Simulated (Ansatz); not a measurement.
# TiC (P-6m2) in Ansatz: single point with PBE

Aim: the single point of TiC with PBE.

Program: Ansatz 0.2.0. These are calculated values, not measurements. Logs are shortened: lines on timing, memory, paths and dates and some standing lists are left out, and cuts for length are marked.

**1. Starting point**

Symmetry: P-6m2, No. 187, hexagonal system. The conventional cell has a = 3.042 Å, b = 3.042 Å, c = 2.698 Å, α = 90.00°, β = 90.00°, γ = 120.00°. Ti (site symmetry -6m2) has 6 C at 2.21 Å as nearest neighbours. C (site symmetry -6m2) is surrounded by 6 Ti at 2.21 Å.

The cell was built by a generator and needn't be a form met in nature.

**2. Single point, PBE**

input.yaml

```yaml
crystal:
  lattice:
    - [3.04209, 0.0, 0.0]
    - [-1.52104, 2.63452, 0.0]
    - [0.0, 0.0, 2.69797]
  atoms:
    - { symbol: Ti, position: [0.0, 0.0, 0.5] }
    - { symbol: C, position: [0.33333, 0.66667, 0.0] }
hamiltonian:
  xc: pbe
  pseudopotentials: { kind: paw }
kpoints:
  mp_grid: { grid: [6, 6, 6] }
scf:
  occupations: { method: fermi_dirac, width: 0.05 }
output:
  forces: true
  stress: true
  eigenvalues: true
```

Potentials or basis: Ansatz PAW.

The run is started by

```
> ansatz run input.yaml --threads 2 --pin off --max-ram 5632MiB --backend cpu --events-out ev --progress --plain --runs-dir out
```

What it wrote:

```text
Warning: the atoms were moved onto the symmetric positions of the space group found under crystal.symmetry.tolerance 1.0e-5 (fractional; no operation is sought that the atoms, as they stand in a round, miss by more than twice it, and no atom is moved by as much as it), and the run uses the moved positions. Before a round's move an operation carried an atom to 1.52e-5 Å from where it should land, the largest such distance. Atom 1 (counting from 0) moved farthest, by 1.76e-5 Å; the longest move in fractions of the cell, of whichever atom, is 0.47 of the tolerance, in 1 round. To run the atoms as typed, lower crystal.symmetry.tolerance until the operations that they miss are no longer found, or set crystal.symmetry.detect: false (a key that needs symmetry detection or time reversal refuses this as the deck is read). The positions used, in the order of the run's atom list: position: [-1.8503646491007004e-17, 5.5510939473021013e-17, 0.5]; position: [0.3333333333333333, 0.6666666666666667, 0.0]; The lattice was moved too: crystal.lattice keeps the space group found at crystal.symmetry.tolerance 1.0e-5 only nearly: the operation that it misses by the most changes a squared length by the fraction 6.65e-6. The run uses the lattice that is a stretch of the typed one, with no rotation, onto the one that keeps every operation to a double's rounding (on a very oblique basis the stretch itself rounds by more); the deck's lattice vector that moved farthest moved by 5.07e-6 Å. To run the lattice as typed, set crystal.symmetry.tolerance under 2.84e-6, the least fraction by which an operation that the lattice misses changes a squared length (the same key also sets how far an atom may lie from its image, so lowering it can lose operations that the atoms keep only within it), or set crystal.symmetry.detect: false, as for the atoms. crystal.lattice made exact, in Å and degrees: [[3.042085831189679, -2.886751345946343e-6, 0.0], [-1.5210404155948394, 2.6345250536786344, 0.0], [0.0, 0.0, 2.69797]]. Pasted over the deck's crystal.lattice, beside positions in fractional coordinates, it runs the same cell (given as lengths and angles, that cell in the form's own orientation, a rigid turn of the misfit's size from the one run here, for which a checkpoint.post_process_only pass over this run's state can be refused: where this run relaxes nothing, give such a pass this deck's own crystal.lattice, as typed; behind a relaxation, as crystal.lattice, the state's own cell, identity.cell in its checkpoint.json), and a matrix so pasted ends this notice, except on a very skew basis of the lattice, where the rounding of the pasted numbers themselves can read as a misfit: the cell is then moved again, and that move is told again. The lattice as run is in this notice's lattice.as_run_ang field (Run.prep()["deck_notices"] in Python, the deck_notice line of an events file, deck_notices of ansatz run --dry-run=json, or deck_notices in record.json in the deck's checkpoint.write directory).
Warning: RAYON_NUM_THREADS=2 ignored (pool sized by the plan → 2); use --threads N
Engine: ansatz 0.2.0, x86_64-unknown-linux-gnu
Pseudopotentials: kind: paw
Pseudopotential: Ti, paw, valence charge 12, recommended cutoff 420 eV (normal), Ti.paw.azcp
Pseudopotential: C, paw, valence charge 4, recommended cutoff 420 eV (normal), C.paw.azcp
Functional definition: PBE
  parameter kappa = 0.804
  parameter beta = 0.06672455060314922
  exchange = pbe_x(kappa = kappa, mu = beta*pi^2/3)
  correlation = pbe_c(beta = beta)
Crystal: 2 atoms, lattice volume = 21.623 Å³
Basis set: ecut = 420 eV, 417 PW (Γ), exchange–correlation on 48×48×40 points (8 copies of the dense FFT grid, shifted against one another)
Bands: 12, of which v1, the nominal top of the filled ones, is band 8 counted from 1 (7 counted from 0)
Symmetry: 12 space group operations
Space group: P-6m2 (ITA 187), of the structure as read, at distance tolerance 2.8e-5 Å
k-points: 28 of 216 (time reversal used)
Non-local potential: Ti, projectors of the file, l = 0: 3, l = 1: 2, l = 2: 3, l = 3: 1
Non-local potential: C, projectors of the file, l = 0: 2, l = 1: 2, l = 2: 1
PAW form: soft (Blöchl's): semilocal exchange-correlation on the pseudo side does not see the compensation charge
PAW one-centre angular grid: Ti, 590 points (default); XC on 64 Gauss nodes
PAW one-centre angular grid: C, 110 points (default); XC on 64 Gauss nodes
Initial density: superposition of atomic densities (neutral atoms: chi_scale 0, normalization atom), corrected by the library's trained network
Initial wavefunctions: pseudopotential atomic-orbital guess
Functional: x = pbe(κ = 0.804, μ = 0.2195149727645171), c = pbe(β = 0.06672455060314922)
SCF iter   1: F=—  HF=-2750.915465 eV  |F-HF|=—  |Δ(HF+E_count)|=         —  Δρ=7.69e-3  dr2=8.29e-3  ethr=1.77e-3  ⟨swp⟩=4.3  Hψ=1682  notcnv=0
preconditioner: auto → none  [insulator: Δε(μ)=0.263 eV  Ē_g=7.208 eV  σ=0.050 eV  W_gap=0.85  n_scr=8 (ndim 8)  ℏωp=22.6 eV  f_vac=0.000  D(μ)=0.25/eV (n_scr^D=0)  ε∞_Penn≈10.8]
SCF iter   2: F=—  HF=-2750.915800 eV  |F-HF|=—  |Δ(HF+E_count)|=   3.35e-4  Δρ=3.58e-3  dr2=1.46e-3  ethr=5.18e-5  ⟨swp⟩=1.5  Hψ=583  notcnv=0
SCF iter   3: F=—  HF=-2750.916576 eV  |F-HF|=—  |Δ(HF+E_count)|=   7.76e-4  Δρ=5.03e-4  dr2=3.00e-5  ethr=9.11e-6  ⟨swp⟩=2.1  Hψ=400  notcnv=0
SCF iter   4: F=—  HF=-2750.916579 eV  |F-HF|=—  |Δ(HF+E_count)|=   2.74e-6  Δρ=3.95e-5  dr2=1.23e-7  ethr=1.88e-7  ⟨swp⟩=2.8  Hψ=524  notcnv=0
iter 5 did not close the SCF: its close was put off for the readings that it lacked (scf_convergence_deferred on its scf_iter line)
SCF iter   5: F=-2750.916579 eV  HF=-2750.916579 eV  |F-HF|=2.91e-10  |Δ(HF+E_count)|=   1.97e-7  Δρ=6.00e-6  dr2=5.93e-9  ethr=7.69e-10  ⟨swp⟩=2.6  Hψ=559  notcnv=0
SCF iter   6: F=-2750.916579 eV  HF=-2750.916579 eV  |F-HF|=5.00e-11  |Δ(HF+E_count)|=   2.78e-9  Δρ=7.33e-7  dr2=6.20e-11  ethr=3.71e-11  ⟨swp⟩=2.0  Hψ=1009  notcnv=0
SCF 1 converged in 6 iterations: F = -2750.916579 eV  dr2 = 6.20e-11
SCF converged after 6 iterations
Free energy (F): -2750.916579 eV
Harris-Foulkes:  -2750.916579 eV  (|F-HF|=5.00e-11)
Internal energy: -2750.913932 eV  (E = F + TS)
E sigma→0 (E₀):  -2750.915255 eV
Entropy (-TS):   -0.002647 eV (-1.323 meV/atom)
Fermi energy:    13.550414 eV
--- Per-component energies (eV) ---
  E_band       = -124.482771
  E_kinetic    = 361.258644
  E_local      = -838.257358  (includes V_loc(G=0)·N_el)
  E_nonlocal   = 32.988151
  E_hartree    = 339.140185
  E_xc         = -146.612184
  E_vxc        = -183.005324  (∫ρ·V_xc dr)
  E_paw        = -1145.558836  (= ΣΔE_a)
  E_vpaw       = -175.747240  (= ΣTr[D̂ρ^β])
  E_aug_tail   = 0.000136  (compensation charges beyond the density's cutoff)
  E_ewald      = -1353.872669
  E_smearing   = -0.002647  (= −TS)
  E_closure    = 0.000000  (closes the sum)
  Σ components = -2750.916579   (vs F -2750.916579, Δ=0.00e0)
--- Forces (eV/Å), atoms counted from 1 ---
  atom   1  Ti     0.00000000    -0.00000000     0.00000000
  atom   2  C     -0.00000000    -0.00000000     0.00000000
  max |Σ_I F_I| component: 4.07e-16 eV/Å
--- Stress (GPa, compression-positive) ---
        1.259950       0.000000       0.000000
       -0.000000       1.259950       0.000000
        0.000000       0.000000      -2.554727
  P = ⅓ Tr σ = -0.0116 GPa (-0.116 kbar)
--- Band table (eV; the first three rows and the last of 28) ---
  k-point 0: bands = ["-42.9119", "-19.0747", "-19.0747", "-18.6325", "1.5883", "11.9982", "11.9982", "12.6297", "15.8782", "16.9382", "16.9382", "19.2761"]
  k-point 1: bands = ["-42.8873", "-19.0553", "-19.0553", "-18.8282", "2.1254", "11.9145", "12.2819", "12.2819", "15.9326", "15.9778", "15.9778", "19.5071"]
  k-point 2: bands = ["-42.8377", "-19.2062", "-19.0161", "-19.0161", "3.5263", "9.6314", "12.8779", "12.8779", "14.8932", "14.8932", "17.2900", "18.9429"]
  k-point 27: bands = ["-42.7566", "-19.2766", "-19.2598", "-19.2253", "5.0143", "9.1339", "9.8550", "13.1587", "14.7041", "17.6790", "18.3786", "18.8894"]
```

Wall time 0.71 s (2 threads of Intel Xeon at 2.70GHz, shared host); peak memory 0.3 GiB.

Results:

* Free energy: -2750.9166 eV
* Pressure: 0.0 GPa
* Band gap on the k mesh: 0.25 eV, indirect (least direct gap 0.41 eV)

Stress tensor (GPa, compression positive):
```
 1.26  0.00  0.00
 0.00  1.26  0.00
 0.00  0.00 -2.55
```
